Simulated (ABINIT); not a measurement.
The system is Si2Ni.

```
Ni Si
1.0
     0.00000    2.70300    2.70300
     2.70300    0.00000    2.70300
     2.70300    2.70300    0.00000
Ni Si
1 2
Direct
  0.00000 0.00000 0.00000
  0.75000 0.75000 0.75000
  0.25000 0.25000 0.25000
```

Program: ABINIT 10.8.3 (patched build). Alike in all runs: spin collinear, ferromagnetic start; cell as given; smearing fermi-dirac 0.05 eV.

Task: Order these runs on this cell by their pressure, lowest first.
A. level PBE; potentials or basis JTH PAW PBE v2.0; k mesh 9 × 9 × 9; cutoff (eV) 1116; fine-grid cutoff 1714.32 eV; mesh quality not flagged
B. level PBEsol; potentials or basis JTH PAW PBE v2.0; k mesh 8 × 8 × 8; cutoff (eV) 1116; fine-grid cutoff 1714.32 eV; mesh quality not flagged
C. level B3LYP; potentials or basis SPMS NC PBE v1.0; k mesh 3 × 3 × 3; cutoff (eV) 980; most SCF steps 60; mesh quality coarse

Result: B (-1.3 GPa), A (4.1 GPa), C (13.2 GPa).

Caveats: some runs use coarse meshes; small starting moments can end in a higher magnetic state in this program; the potentials were made for another functional, which shifts forces and pressure (some runs); the PAW data sets were made with another functional, which shifts forces and pressure a little (some runs).

Not every run made on this cell is shown here.
